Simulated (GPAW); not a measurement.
Mg, 2 atoms in the cell. It takes space group P6_3/mmc (No. 194, hexagonal). The conventional cell has a = 3.209 Å, b = 3.209 Å, c = 5.210 Å, α = 90.00°, β = 90.00°, γ = 120.00°. Mg (site symmetry -6m2) is surrounded by 12 Mg at 3.20 to 3.21 Å. 

* Program: GPAW 26.7.0
* Task: relaxation of cell and atoms
* Functional: PBEsol
* Potentials or basis: PAW data sets generated in the run's folder for this functional
* Cutoff: 800 eV
* Basis: pw
* k mesh: 10 × 10 × 5
* Occupations: fermi-dirac, width 0.05 eV
* Spin: no spin polarisation
* Maxiter: 150
* Optimizer: BFGS
* Fmax: 0.01 eV/Å
* Max steps: 60
* Convergence: density=1e-05 forces=0.0001

Potentials or basis: PAW data sets generated in the run's folder for this functional, pw.

The run is started by

```bash
$ gpaw-setup -f PBEsol Mg
$ OMP_NUM_THREADS=1 python run.py
```

Hardware: 1 thread of Arm Neoverse V1 (shared host).

**Question.** How long does it take, and how much memory?

**Answer.** Run time: 3.7 min on 1 thread of Arm Neoverse V1, on a shared host, peak memory 0.36 GiB. Counts: scf iterations 52, plane waves 2430, bands 19, k points 58, ion steps 7.
